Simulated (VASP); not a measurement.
# Te (P3_121) in VASP: further runs, part 2 of 2

VASP 6.6.1. Earlier steps stand in the parts before.

## (3) Relaxation of shape and atoms at fixed volume, r2SCAN (a relaxed cell with its volume scaled by 0.98)

INCAR reads:

```
SYSTEM = Te
PREC = Accurate
ENCUT = 600
EDIFF = 1E-7
ISMEAR = 0
SIGMA = 0.03
LREAL = .False.
LASPH = .True.
NELM = 80
ALGO = Normal
ISIF = 4
LWAVE = .False.
LCHARG = .False.
METAGGA = R2SCAN
LMIXTAU = .True.
IBRION = 2
NSW = 40
EDIFFG = -0.01
```

KPOINTS reads:

```
Automatic mesh
0
Gamma
  9 9 6
  0 0 0
```

POSCAR reads:

```
Te                                      
1.0
    4.5749037788      0.0000000000      0.0000000000
   -2.2874518894      3.9619828924     -0.0000000000
    0.0000000000      0.0000000000      5.8712822778
  Te            
     3
Direct
     0.2551234099192922    0.0000000000000000    0.3333333332999970
     0.0000000000000000    0.2551234099192922    0.6666666667000030
     0.7448765900807078    0.7448765900807078    1.0000000000000000
```

Potentials or basis: VASP PAW PBE potentials, release 64 (Te).

The run is started by

```bash
cat potpaw_PBE.64/Te/POTCAR > POTCAR
mpirun -np 1 vasp_std > vasp.out
```

OUTCAR:

```text
SYSTEM = Te
   PREC = Accurate
   ENCUT = 600
   EDIFF = 1E-7
   ISMEAR = 0
   LREAL = .False.
   LASPH = .True.
   NELM = 80
   ISIF = 4
   METAGGA = R2SCAN
   IBRION = 2
   NSW = 40
   EDIFFG = -0.01

 ion  position               nearest neighbor table
   1  0.255  0.000  0.333-   3 2.81   2 2.81   3 3.58   3 3.58   2 3.58   2 3.58
   2  0.000  0.255  0.667-   3 2.81   1 2.81   3 3.58   3 3.58   1 3.58   1 3.58
   3  0.745  0.745  0.000-   1 2.81   2 2.81   1 3.58   2 3.58   2 3.58   1 3.58

  LATTYP: Found a hexagonal cell.
 ALAT       =     4.5749037788
 C/A-ratio  =     1.2833673803

  Lattice vectors:

 A1 = (   4.5749037788,   0.0000000000,   0.0000000000)
 A2 = (  -2.2874518894,   3.9619828924,   0.0000000000)
 A3 = (   0.0000000000,   0.0000000000,   5.8712822778)

Analysis of symmetry for initial positions (statically):
=====================================================================
 Subroutine PRICEL returns:
 Original cell was already a primitive cell.

 Routine SETGRP: Setting up the symmetry group for a
 hexagonal supercell.

 Subroutine GETGRP returns: Found  6 space group operations
 (whereof  2 operations were pure point group operations)
 out of a pool of 24 trial point group operations.

The static configuration has the point symmetry C_2 .
 The point group associated with its full space group is D_3 .

Analysis of symmetry for dynamics (positions and initial velocities):
=====================================================================
 Subroutine PRICEL returns:
 Original cell was already a primitive cell.

 Routine SETGRP: Setting up the symmetry group for a
 hexagonal supercell.

 Subroutine GETGRP returns: Found  6 space group operations
 (whereof  2 operations were pure point group operations)
 out of a pool of 24 trial point group operations.

The dynamic configuration has the point symmetry C_2 .
 The point group associated with its full space group is D_3 .

 Subroutine INISYM returns: Found  6 space group operations
 (whereof  2 operations are pure point group operations),
 and found     1 'primitive' translations

----------------------------------------------------------------------------------------

                                     Primitive cell

  volume of cell :     106.4210

  direct lattice vectors                    reciprocal lattice vectors
     4.574903779  0.000000000  0.000000000     0.218583832  0.126199434  0.000000000
    -2.287451889  3.961982892  0.000000000     0.000000000  0.252398869  0.000000000
     0.000000000  0.000000000  5.871282278     0.000000000  0.000000000  0.170320545

  length of vectors
     4.574903779  4.574903779  5.871282278     0.252398869  0.252398869  0.170320545

  position of ions in fractional coordinates (direct lattice)
     0.255123410  0.000000000  0.333333333
     0.000000000  0.255123410  0.666666667
     0.744876590  0.744876590  0.000000000

  ion indices of the primitive-cell ions
   primitive index   ion index
                 1           1
                 2           2
                 3           3

[... 65 lines left out ...]
   ISPIN  =      1    spin polarized calculation?
   LNONCOLLINEAR =      F non collinear calculations
   LSORBIT =      F    spin-orbit coupling
   LASPH  =      T    aspherical Exc in radial PAW
   ENCUT  =  600.0 eV  44.10 Ry    6.64 a.u.   9.14  9.14 11.73*2*pi/ulx,y,z
   NELM   =     80;   NELMIN=  2; NELMDL= -5     # of ELM steps
   EDIFF  = 0.1E-06   stopping-criterion for ELM
   LREAL  =      F    real-space projection
   EDIFFG = -.1E-01   stopping-criterion for IOM
   NSW    =     40    number of steps for IOM
   IBRION =      2    ionic relax: 0-MD 1-quasi-New 2-CG
   NFREE  =      1    steps in history (QN), initial steepest desc. (CG)
   ISIF   =      4    stress and relaxation
   ISYM   =      2    0-nonsym 1-usesym 2-fastsym
   POTIM  = 0.5000    time-step for ionic-motion
   TEBEG  =    0.0;   TEEND  =   0.0 temperature during run
   PSTRESS=    0.0 pullay stress
   NELECT =      18.0000    total number of electrons
   NUPDOWN=      -1.0000    fix difference up-down
   EMIN   =  10.00;   EMAX   =-10.00  energy-range for DOS
   EFERMI =   0.00;   METHOD = LEGACY
   ISMEAR =     0;   SIGMA  =   0.03  broadening in eV -4-tet -1-fermi 0-gaus
   EFERMI_NEDOS =   21; number of points for ismear=-14 and -15
   IALGO  =     38    algorithm
   IMIX   =      4    mixing-type and parameters
     AMIX     =   0.40;   BMIX     =  1.00
     AMIX_MAG =   1.60;   BMIX_MAG =  1.00
  volume/ion in A,a.u.               =      35.47       239.39
  Fermi-wavevector in a.u.,A,eV,Ry     =   0.905364  1.710890 11.152474  0.819684
  Thomas-Fermi vector in A             =   2.028923
   LORBIT       =      0    0 simple, 1 ext, 2 COOP (PROOUT), +10 PAW based schemes
   METAGGA = R2SCAN    functional components
   LHFCALC =     F    Hartree Fock is set to
   AEXX    =    0.0000 exact exchange contribution
   IVDW    =     0    specifies the selected vdW correction
   LEPSILON=     F    determine dielectric tensor
   LRPA    =     F    only Hartree local field effects (RPA)
 conjugate gradient relaxation of ions
 non-spin polarized calculation
 Gauss-broadening in eV      SIGMA  =   0.03
  energy-cutoff  :      600.00
  volume of cell :      106.42
 maximum number of plane-waves:      3570
 NGX is ok and might be reduce to    40
   NGX = 19   NGY = 19   NGZ = 23

--------------------------------------- Ionic step        1  -------------------------------------------

 number of electron      17.9999999 magnetization

 Free energy of the ion-electron system (eV)
  ---------------------------------------------------
  ext. energy  EPLUGINS =         0.00000000
  ---------------------------------------------------
  free energy    TOTEN  =       -76.24126012 eV

  energy without entropy =      -76.24126012  energy(sigma->0) =      -76.24126012

------------------------ aborting loop because EDIFF is reached ----------------------------------------

  FORCE on cell =-STRESS in cart. coord.  units (eV):
  Direction    XX          YY          ZZ          XY          YZ          ZX
  --------------------------------------------------------------------------------------
  -------------------------------------------------------------------------------------
  Total        0.5378992      0.5378992      0.8508415      0.0000000     -0.0000000      0.0000000
  in kB        8.0981151      8.0981151     12.8094864      0.0000000     -0.0000000      0.0000000
  external PRESSURE =       9.6685722 kB  Pullay stress =       0.0000000 kB
[... 98 lines left out ...]
--------------------------------------- Ionic step        4  -------------------------------------------

 number of electron      17.9999999 magnetization

 Free energy of the ion-electron system (eV)
  ---------------------------------------------------
  ext. energy  EPLUGINS =         0.00000000
  ---------------------------------------------------
  free energy    TOTEN  =       -76.24594654 eV

  energy without entropy =      -76.24594654  energy(sigma->0) =      -76.24594654

 E-fermi :   5.3556     XC(G=0):  -9.2688

 val. band max:        5.2099820859   @ k =   0.3333   0.3333   0.5000
 cond. band min:       5.6715239575   @ k =   0.3333   0.3333   0.5000
 fundamental gap:      0.4615418716
 Fermi energy:         5.3556139321

 k-point     1 :       0.0000    0.0000    0.0000
  band No.  band energies     occupation
      1      -8.7308      2.00000
      2      -5.2864      2.00000
      3      -5.2864      2.00000
      4       2.0253      2.00000
      5       2.3028      2.00000
      6       2.3028      2.00000
      7       3.5484      2.00000
      8       3.5484      2.00000
      9       4.5057      2.00000
     10       6.4213      0.00000
     11       6.4213      0.00000
     12       7.0002      0.00000
     13      10.6421      0.00000
[... 354 lines left out ...]
  band No.  band energies     occupation
      1      -8.1444      2.00000
      2      -6.1457      2.00000
      3      -4.6680      2.00000
      4       0.4648      2.00000
      5       0.9210      2.00000
      6       1.9161      2.00000
      7       3.3124      2.00000
      8       4.0057      2.00000
      9       4.6096      2.00000
     10       6.3395      0.00000
     11       6.9542      0.00000
     12       7.2847      0.00000
     13       9.5764      0.00000

 [... further k-points ...]

------------------------ aborting loop because EDIFF is reached ----------------------------------------

  FORCE on cell =-STRESS in cart. coord.  units (eV):
  Direction    XX          YY          ZZ          XY          YZ          ZX
  --------------------------------------------------------------------------------------
  -------------------------------------------------------------------------------------
  Total        0.1739064      0.1739064      0.1744763      0.0000000      0.0000000     -0.0000000
  in kB        2.6181747      2.6181747      2.6267546      0.0000000      0.0000000     -0.0000000
  external PRESSURE =       2.6210347 kB  Pullay stress =       0.0000000 kB
[... 18 lines left out ...]
  FREE ENERGIE OF THE ION-ELECTRON SYSTEM (eV)
  ---------------------------------------------------
  free  energy   TOTEN  =       -76.2459465445 eV

  energy  without entropy=      -76.2459465445  energy(sigma->0) =      -76.24594654

 reached required accuracy - stopping structural energy minimisation
```

OSZICAR:

```text
N       E                     dE             d eps       ncg     rms          rms(c)
DAV:   1     0.170790217438E+02    0.17079E+02   -0.73020E+03  1612   0.127E+03
DAV:   2    -0.730650509422E+02   -0.90144E+02   -0.86916E+02  2178   0.166E+02
DAV:   3    -0.791962584620E+02   -0.61312E+01   -0.60870E+01  1987   0.490E+01
[... 53 lines left out ...]
DAV:   6    -0.762459447779E+02   -0.13604E-04   -0.12650E-05  1642   0.397E-02    0.128E-02
DAV:   7    -0.762459410281E+02    0.37499E-05   -0.57381E-06  1622   0.280E-02    0.336E-03
DAV:   8    -0.762459461255E+02   -0.50975E-05   -0.12856E-06  1642   0.128E-02    0.138E-03
DAV:   9    -0.762459465943E+02   -0.46875E-06   -0.24077E-07  1264   0.515E-03    0.617E-04
DAV:  10    -0.762459465445E+02    0.49758E-07   -0.19501E-08   821   0.137E-03
   4 F= -.76245947E+02 E0= -.76245947E+02  d E =-.468643E-02
```

CONTCAR:

```text
Te
   1.00000000000000
     4.5557038749125063    0.0000000000000000    0.0000000000000000
    -2.2778519374562531    3.9453552878867355   -0.0000000000000000
     0.0000000000000000   -0.0000000000000000    5.9208753169224781
  Te
     3
Direct
     0.2588801176912341    0.0000000000000000    0.3333333332999970
     0.0000000000000007    0.2588801176912357    0.6666666667000030
     0.7411198823087651    0.7411198823087644    1.0000000000000000

  0.00000000E+00  0.00000000E+00  0.00000000E+00
  0.00000000E+00  0.00000000E+00  0.00000000E+00
  0.00000000E+00  0.00000000E+00  0.00000000E+00
```

It took 22 min on 1 thread of Intel Xeon Platinum 8488C (Sapphire Rapids), shared host; peak memory 0.35 GiB.

Results:

| Quantity | Value |
| --- | --- |
| Free energy | -76.2459 eV |
| Energy gained by relaxing | 1.6 meV/atom |
| Ionic steps | 4 |
| Pressure after relaxing | 0.3 GPa |
| Largest force after relaxing | 0.004 eV/Å |
| Band gap on the k mesh | 0.46 eV, direct |

Forces in eV/Å, atoms in the order of the input:
```
Te  -0.004  0.000  0.000
Te   0.002 -0.003  0.000
Te   0.002  0.003  0.000
```

The path:
| step | energy change (eV) | largest force (eV/Å) | pressure (GPa) |
| --- | --- | --- | --- |
| 1 | 0.0000 | 0.1420 | 0.97 |
| 2 | -0.0031 | 0.0809 | 0.68 |
| 3 | -0.0031 | 0.0760 | -0.11 |
| 4 | -0.0047 | 0.0040 | 0.26 |

Final structure:
```cif
data_structure
_symmetry_space_group_name_H-M 'P 1'
_symmetry_Int_Tables_number 1
_cell_length_a 4.5557
_cell_length_b 4.5557
_cell_length_c 5.9209
_cell_angle_alpha 90.000
_cell_angle_beta 90.000
_cell_angle_gamma 120.000
_cell_volume 106.42
loop_
_atom_site_label
_atom_site_type_symbol
_atom_site_fract_x
_atom_site_fract_y
_atom_site_fract_z
_atom_site_occupancy
Te1 Te 0.25888 0.00000 0.33333 1
Te2 Te 0.00000 0.25888 0.66667 1
Te3 Te 0.74112 0.74112 0.00000 1
```

Caveat: the PAW data sets were made with another functional, which shifts forces and pressure a little; spin-orbit coupling is left out, which moves the levels of the heavy elements; an odd mesh through Γ misses points on the zone boundary, where band edges often lie.

## (4) Relaxation of shape and atoms at fixed volume, r2SCAN

INCAR is that of step 3.

KPOINTS is that of step 3.

POSCAR reads:

```
Te                                      
1.0
    4.6058162285      0.0000000000      0.0000000000
   -2.3029081143      3.9887538591     -0.0000000000
    0.0000000000      0.0000000000      5.9109543074
  Te            
     3
Direct
     0.2551234099192922    0.0000000000000000    0.3333333332999970
     0.0000000000000000    0.2551234099192922    0.6666666667000030
     0.7448765900807078    0.7448765900807078    1.0000000000000000
```

The run is started by

```bash
cat potpaw_PBE.64/Te/POTCAR > POTCAR
mpirun -np 1 vasp_std > vasp.out
```

Wall time 10 min (1 thread of Intel Xeon Platinum 8488C (Sapphire Rapids), shared host); peak memory 0.34 GiB.

The run converged. Its results:

```yaml
Free_energy: -76.2479 eV
Pressure_after_relaxing: 0.0 GPa
Largest_force_after_relaxing: 0.005 eV/Å
Band_gap_on_the_k_mesh: 0.53 eV, direct
```

Forces in eV/Å, atoms in the order of the input:
```
Te   0.005  0.000  0.000
Te  -0.002  0.004  0.000
Te  -0.002 -0.004  0.000
```

Final structure:
```
Te
1.0
     4.60582    0.00000    0.00000
    -2.30291    3.98875    0.00000
     0.00000    0.00000    5.91095
Te
3
Direct
  0.25512 0.00000 0.33333
  0.00000 0.25512 0.66667
  0.74488 0.74488 0.00000
```

Levels at points of the mesh, in eV from the valence-band top:
```tsv
k point	band 7	band 8	band 9	band 10	band 11	band 12
(0.00, 0.00, 0.00)	-1.63	-1.63	-0.63	1.27	1.27	1.80
(0.00, 0.00, 0.50)	-1.32	-1.15	-1.15	0.80	0.91	0.91
```

Caveat: the relaxation stopped at its first step, so nothing moved; the PAW data sets were made with another functional, which shifts forces and pressure a little; spin-orbit coupling is left out, which moves the levels of the heavy elements; an odd mesh through Γ misses points on the zone boundary, where band edges often lie.

## (5) The runs side by side

| cell | gap on the mesh (eV) | pressure (GPa) |
| --- | --- | --- |
| atoms relaxed at fixed volume from: a relaxed cell with its volume scaled by 0.96 | 0.39 | 0.6 |
| atoms relaxed at fixed volume from: a relaxed cell with its volume scaled by 0.98 | 0.46 | 0.3 |
| atoms relaxed at fixed volume | 0.53 | 0.0 |

Alike in all rows: task relaxation of shape and atoms at fixed volume; level r2SCAN; potentials or basis VASP PAW PBE potentials, release 64 (Te); no spin polarisation; k mesh 9 × 9 × 6; cutoff (eV) 600; smearing gaussian 0.03 eV.

Caveats: the PAW data sets were made with another functional, which shifts forces and pressure a little; spin-orbit coupling is left out, which moves the levels of the heavy elements; an odd mesh through Γ misses points on the zone boundary, where band edges often lie; the relaxation stopped at its first step, so nothing moved (some runs).

Absolute energies hang on the potentials; compare differences alone.
